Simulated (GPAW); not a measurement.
# C (Fd-3m) in GPAW: single point with LDA

Aim: the single point of C with LDA.

Program: GPAW 26.7.0. These are calculated values, not measurements. Logs are shortened: lines on timing, memory, paths and dates and some standing lists are left out, and cuts for length are marked. The log counts tension as positive stress, the text compression.

**1. The undisturbed crystal**

Symmetry: Fd-3m, No. 227, cubic system. Conventional cell: a = 3.567 Å, b = 3.567 Å, c = 3.567 Å, α = 90.00°, β = 90.00°, γ = 90.00°. C (site symmetry -43m) has 4 C at 1.54 Å as nearest neighbours.

This isn't the form of C at room conditions, which is graphite.

**2. Single point, LDA (volume scaled by 0.92)**

The input, run.py:

```python
from ase.dft.bandgap import bandgap
from ase.io import write
from ase.spacegroup import crystal
from ase.units import GPa
from gpaw import GPAW, PW

# C 8a
atoms = crystal(['C'],
                basis=[[0.25, 0.25, 0.25]],
                spacegroup=227, setting=1,  # Fd-3m
                cellpar=[3.46897147, 3.46897147, 3.46897147, 90.0, 90.0, 90.0],
                primitive_cell=True)

calc = GPAW(mode=PW(650),
            xc='LDA',
            kpts={'size': (11, 11, 11), 'gamma': True},
            occupations={'name': 'fermi-dirac', 'width': 0.05},
            nbands=11,
            convergence={'density': 1e-05, 'energy': 1e-05},
            maxiter=80,
            txt='gpaw.txt')
atoms.calc = calc
energy = atoms.get_potential_energy()
forces = atoms.get_forces()
stress = atoms.get_stress()
calc.write('gs.gpw')
write('result.traj', atoms)
print(f'Energy: {energy:.6f} eV')
print('Forces (eV/A):')
print(forces.round(4))
print('Stress (GPa):', (stress / GPa).round(3))
print('Fermi level:', round(calc.get_fermi_level(), 4), 'eV')
print(f'Gap: {bandgap(calc)[0]:.4f} eV, direct: {bandgap(calc, direct=True)[0]:.4f} eV')
```

Potentials or basis: the program's PAW data sets (release 1.2.1) made for this functional, pw.

Launch:

```sh
$ OMP_NUM_THREADS=1 python run.py
```

gpaw.txt:

```text
__  _  _
 | _ |_)|_||  |
 |__||  | ||/\| - 26.7.0

Input parameters:
  mode=PW(ecut=650.0),
  convergence={'density': 1e-05, 'energy': 1e-05},
  kpts=MonkhorstPack(size=(11, 11, 11), gamma=True),
  maxiter=80,
  nbands=11,
  occupations=Occupations(name='fermi-dirac', width=0.05),
  xc=XC(name='LDA')

Diagonalizing LCAO Hamiltonian
Converting LCAO to pw mode

          C
       C

Atoms  # Å, Bohr magnetons
|   | symbol |        x |        y |        z |    initial magnetic moments |
|---|--------|----------|----------|----------|-----------------------------|
| 0 |      C | 0.867243 | 0.867243 | 0.867243 | ( 0.0000,  0.0000,  0.0000) |
| 1 |      C | 0.000000 | 0.000000 | 0.000000 | ( 0.0000,  0.0000,  0.0000) |

Unit cell  # Å
| periodic |        x |        y |        z |  lengths |    angles |
|----------|----------|----------|----------|----------|-----------|
|      yes | 0.000000 | 1.734486 | 1.734486 | 2.452933 | 60.000000 |
|      yes | 1.734486 | 0.000000 | 1.734486 | 2.452933 | 60.000000 |
|      yes | 1.734486 | 1.734486 | 0.000000 | 2.452933 | 60.000000 |

Number of symmetries: 24
Symmetry operations  # r_c * U_cc + t_c -> r_c
|    | kind |            matrix            |
|----|------|------------------------------|
|  0 |  E   |  1, 0, 0,  0, 1, 0,  0, 0, 1 |
|  1 |  σ   |  1, 0, 0,  0, 0, 1,  0, 1, 0 |
|  2 |  σ   |  1, 0,-1,  0, 1,-1,  0, 0,-1 |
|  3 |  C3  |  1, 0,-1,  0, 0,-1,  0, 1,-1 |
|  4 |  C3  |  1,-1, 0,  0,-1, 1,  0,-1, 0 |
|  5 |  σ   |  1,-1, 0,  0,-1, 0,  0,-1, 1 |
|  6 |  σ   |  0, 1, 0,  1, 0, 0,  0, 0, 1 |
|  7 |  C3  |  0, 1, 0,  0, 0, 1,  1, 0, 0 |
|  8 |  C2  |  0, 1,-1,  1, 0,-1,  0, 0,-1 |
|  9 |  S4  |  0, 1,-1,  0, 0,-1,  1, 0,-1 |
| 10 |  C3  |  0, 0, 1,  1, 0, 0,  0, 1, 0 |
| 11 |  σ   |  0, 0, 1,  0, 1, 0,  1, 0, 0 |
| 12 |  S4  |  0, 0,-1,  1, 0,-1,  0, 1,-1 |
| 13 |  C3  |  0, 0,-1,  0, 1,-1,  1, 0,-1 |
| 14 |  S4  |  0,-1, 1,  1,-1, 0,  0,-1, 0 |
| 15 |  C2  |  0,-1, 1,  0,-1, 0,  1,-1, 0 |
| 16 |  C3  |  0,-1, 0,  1,-1, 0,  0,-1, 1 |
| 17 |  S4  |  0,-1, 0,  0,-1, 1,  1,-1, 0 |
| 18 |  S4  | -1, 1, 0, -1, 0, 1, -1, 0, 0 |
| 19 |  C3  | -1, 1, 0, -1, 0, 0, -1, 0, 1 |
| 20 |  C3  | -1, 0, 1, -1, 1, 0, -1, 0, 0 |
| 21 |  S4  | -1, 0, 1, -1, 0, 0, -1, 1, 0 |
| 22 |  σ   | -1, 0, 0, -1, 1, 0, -1, 0, 1 |
| 23 |  C2  | -1, 0, 0, -1, 0, 1, -1, 1, 0 |

BZ-sampling:
  Number of BZ points: 1331
  Number of IBZ points: 56

  Monkhorst-Pack size: [11, 11, 11]
  Monkhorst-Pack shift: [0, 0, 0]

K-points  # in reciprocal-cell coordinates
|     |                                coordinates |     weight |
|-----|--------------------------------------------|------------|
|   0 | (  0.00000000,   0.00000000,   0.00000000) | 0.00075131 |
|   1 | (  0.09090909,   0.09090909,   0.00000000) | 0.00450789 |
|   2 | (  0.09090909,   0.09090909,   0.09090909) | 0.00601052 |
|   3 | (  0.18181818,   0.09090909,   0.09090909) | 0.00901578 |
|   4 | (  0.18181818,   0.18181818,   0.00000000) | 0.00450789 |
|   5 | (  0.18181818,   0.18181818,   0.09090909) | 0.01803156 |
|   6 | (  0.18181818,   0.18181818,   0.18181818) | 0.00601052 |
|   7 | (  0.27272727,   0.18181818,   0.09090909) | 0.01803156 |
|   8 | (  0.27272727,   0.18181818,   0.18181818) | 0.01803156 |
|   9 | (  0.27272727,   0.27272727,   0.00000000) | 0.00450789 |
| ... |                                            |            |
|  55 | (  0.45454545,   0.45454545,   0.45454545) | 0.00601052 |

Plane wave coefficients: 411
Cutoff: 650.0 eV

Spin-components: 1 (collinear spins)
Bands:           11
Projectors:      10
Spin-degeneracy: 2
Datatype:        complex128

Density:
  Valence electrons: 8.0
  Components: 1
  Grid points: [15 15 15]
  Charge: 0.0  # |e|

Potential:
  Grid points: [15 15 15]

species:
  C:
    name:    Carbon
    Z:       6.0
    valence: 4
    core:    2
    charge:  0.0  # [|e|]
    compensation charges:
      type: gauss
      rc: 0.20  # [Å]
      lmax: 2
    cutoffs:
      filter: 1.14  # [Å]
      core: 1.14  # [Å]
    projectors
    | kind |    occ | energy [eV] | rcut [Å] |
    |------|--------|-------------|----------|
    |   2s |  2.000 |     -13.639 |    0.635 |
    |   2p |  2.000 |      -5.414 |    0.635 |
    |    s |        |      13.573 |    0.635 |
    |    p |        |      21.797 |    0.635 |
    |    d |        |       0.000 |    0.635 |

    Using partial waves for C as LCAO basis

Reference energy: -2037.605076  # eV

eigensolver:
  PPCG
  Converge bands: occupied
  niter=2

density mixing:
  MSR1-Mixer
  Pratt-step length: 0.05
  Maximum mixing coefficient: 0.75
  Old densities: 10
  SVD Regularization: 0.005
  Good broyden scale: 1.0
  Trust region scale: 1.0
  Backstep threshold: 4.0
  History deletion threshold: 6.0
  Fourier metric: weight=20.0, sigma=0.015

occupation numbers:
  Fermi-Dirac:
    width: 0.0500  # eV

poisson solver:
  ecut: 5200.0  # eV

xc functional:
  name: None

convergence criteria:
- Maximum integral of absolute [dens]ity change: 1e-05 electrons / valence electron
- Maximum [total energy] change in last 3 cyles: 1e-05 eV / valence electron
- Maximum integral of absolute [eigenst]ate change: 4e-08 eV^2 / valence electron
maximum number of iterations: 80

SCF iterations
|iter     | |      energy | eigst |  dens |
|---------|-|-------------|-------|-------|
|iter:   1| |  -21.031007 | +0.13 |       |
|iter:   2| |  -20.923516 | -2.70 | -0.76 |
|iter:   3| |  -20.237080 | -1.46 | -0.79 |
|iter:   4| |  -20.224184 | -2.69 | -1.48 |
|iter:   5| |  -20.224720 | -4.50 | -2.22 |
|iter:   6| |  -20.224728 | -6.72 | -3.35 |
|iter:   7| |  -20.224729c| -8.34c| -4.09 |
|iter:   8| |  -20.224729c| -8.89c| -5.44c|

Converged in 8 steps
Energy contributions relative to reference atoms: (reference = -2037.605076)

Energy contributions:
  Kinetic:          25.668770
  Coulomb:         -22.468467
  Zero:              0.038820
  External:          0.000000
  Xc:              -23.463851
  Entropy:           0.000000
  Spinorbit:         0.000000
  ----------------------------
  Free energy:     -20.224729
  Extrapolated:    -20.224729

dipole moment: (-8.749709, -8.749709, -8.749709)  # |e|*Ang

Fermi level: 15.079
Eigenvalues  # (at kpt = [0.000, 0.000, 0.000])
| band index |      eig [eV] | occ [0-2] |
|------------|---------------|-----------|
|          0 |        -9.224 |     2.000 |
|          1 |        13.244 |     2.000 |
|          2 |        13.244 |     2.000 |
|          3 |        13.244 |     2.000 |
|          4 |        19.028 |     0.000 |
|          5 |        19.028 |     0.000 |
|          6 |        19.028 |     0.000 |
|          7 |        28.749 |     0.000 |
|          8 |        33.401 |     0.000 |
|          9 |        40.906 |     0.000 |
|         10 |        41.317 |     0.000 |

Gap: 4.304 eV
Transition (v -> c):
  (s=0, k=0, n=3, [0.00, 0.00, 0.00]) -> (s=0, k=20, n=4, [0.36, 0.36, 0.00])
Direct/indirect transitions are different
Direct gap: 5.784 eV
Transition at: (s=0, k=0, n=3, [0.00, 0.00, 0.00])

Forces  # eV/Ang
|       x |        y |       z |
|---------|----------|---------|
| 0.00000 | -0.00000 | 0.00000 |  # C    0
| 0.00000 |  0.00000 | 0.00000 |  # C    1

Stress tensor  # eV/Ang^3
|         x |         y |         z |
|-----------|-----------|-----------|
| -0.175408 | -0.000000 |  0.000000 |
| -0.000000 | -0.175408 |  0.000000 |
|  0.000000 |  0.000000 | -0.175408 |

# Writing to gs.gpw (mode='')
```

It took 6.5 s on 1 thread of Arm Neoverse V1, shared host; peak memory 0.13 GiB.

Results:

| Item | Value |
| --- | --- |
| Free energy | -20.2247 eV |
| Pressure | 28.1 GPa |
| Band gap on the k mesh | 4.30 eV, indirect (least direct gap 5.78 eV) |

Levels at points of the mesh, in eV from the valence-band top:
```csv
k point,band 1,band 2,band 3,band 4,band 5,band 6,band 7
"(0.00, 0.00, 0.00)",-22.47,0.00,0.00,0.00,5.78,5.78,5.78
```

Caveat: the cutoff is short for stress and forces, so pressures can be off by a GPa or more; an odd mesh through Γ misses points on the zone boundary, where band edges often lie.
